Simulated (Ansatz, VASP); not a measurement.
Two plane-wave programs on Cu

```
Cu
1.0
    -1.41579    1.41579    1.41579
     1.41579   -1.41579    1.41579
     1.41579    1.41579   -1.41579
Cu
1
Direct
  0.00000 0.00000 0.00000
```

Alike in both runs: functional PBEsol; k mesh 20 × 20 × 20; occupations gaussian, width 0.1 eV; no spin polarisation.

Ansatz relaxed the structure, and its values are those at the end. VASP's run is a single point on that final structure, the one shown.

|  | VASP | Ansatz |
| --- | --- | --- |
| version | VASP 6.6.1 | Ansatz 0.2.0 |
| potentials or method | VASP PAW PBE potentials, release 64 (Cu) | scalar-relativistic, plane waves, PAW |
| plane-wave cutoff (eV) | 520 | 420 |
| valence electrons in the cell | 11 | 19 |

Ansatz gave:

- gap on the k mesh at the Fermi level (eV): none
- pressure (GPa): 0.0

Q: Estimate VASP's values.

A: gap on the k mesh at the Fermi level (eV): none; pressure (GPa): 0.7.

A gap of «none» marks a metal or a gap that the smearing closes. The two sets of potentials don't hold the same shells in valence.

Caveats: the PAW data sets were made with another functional, which shifts forces and pressure a little (VASP).
